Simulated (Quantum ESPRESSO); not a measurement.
**PtS2 in Quantum ESPRESSO: the effect of target pressure**

Crystal: PtS2.

```
Pt S
1.0
     3.54320    0.00000    0.00000
    -1.77160    3.06850    0.00000
     0.00000    0.00000    5.03880
Pt S
1 2
Direct
  0.00000 0.00000 0.00000
  0.66667 0.33333 0.77300
  0.33333 0.66667 0.22700
```

Alike in all runs:

| Property | Result |
| --- | --- |
| Program | Quantum ESPRESSO 7.5 |
| Task | phonons |
| Functional | PBEsol |
| Potentials or basis | GBRV 1.5 PBEsol |
| Cutoff | 612 eV |
| Density cutoff | 4898 eV |
| k mesh | 6 × 6 × 4, shifted |
| Occupations | fermi-dirac, width 0.05 eV |
| Spin | no spin polarisation |

Each run relaxes the cell or the atoms first.

```tsv
target pressure	relaxed volume (Å³/atom)	highest phonon frequency (cm⁻¹)
0 GPa	17.61	331
10 GPa	15.23	360
25 GPa	13.86	416
50 GPa	?	?
80 GPa	11.68	525
```

Problem. What does the run with target pressure 50 GPa give?

Solution. Relaxed volume 12.63 Å³/atom; highest phonon frequency 487 cm⁻¹.

Worked out: A parabola through the other rows of the relaxed volume, of slope -0.0425 Å³/atom per GPa there, gives 11.68 Å³/atom, against the run's 12.63. The fit is too stiff a form for this range. A parabola through the other rows of the highest phonon frequency, of slope 2.12 cm⁻¹ per GPa there, gives 477 cm⁻¹, against the run's 487.

Caveats: the layers were relaxed without a dispersion term, so their spacing and the soft interlayer modes are unreliable; the mesh is thin for the phonons of a metal (some runs); the volume moved by over 15 % at a fixed basis, so the end points are rough (some runs); the cell is more than 3 GPa from zero pressure, which shifts response properties (some runs).
